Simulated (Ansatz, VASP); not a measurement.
## Sr in VASP and in Ansatz

```
Sr
1.0
     4.29280    0.00000    0.00000
    -2.14640    3.71767    0.00000
     0.00000    0.00000    7.06973
Sr
2
Direct
  0.33333 0.66667 0.75000
  0.66667 0.33333 0.25000
```

Alike in both runs: functional r2SCAN; k mesh 12 × 12 × 6; occupations gaussian, width 0.05 eV; no spin polarisation.

Ansatz relaxed the structure, and its values are those at the end. VASP's run is a single point on that final structure, the one shown.

|  | VASP | Ansatz |
| --- | --- | --- |
| version | VASP 6.6.1 | Ansatz 0.2.0 |
| potentials or method | VASP PAW PBE potentials, release 64 (Sr_sv) | scalar-relativistic, plane waves, PAW |
| plane-wave cutoff (eV) | 520 | 500 |
| valence electrons in the cell | 20 | 20 |

|  | VASP | Ansatz | Ansatz less VASP |
| --- | --- | --- | --- |
| gap on the k mesh at the Fermi level (eV) | none | none | - |
| pressure (GPa) | 0.2 | 0.2 | -0.02 |

A gap of «none» marks a metal or a gap that the smearing closes. The functional is the same, so the differences come from potentials, cutoffs and numerics.

Caveats: the PAW data sets were made with another functional, which shifts forces and pressure a little (VASP).
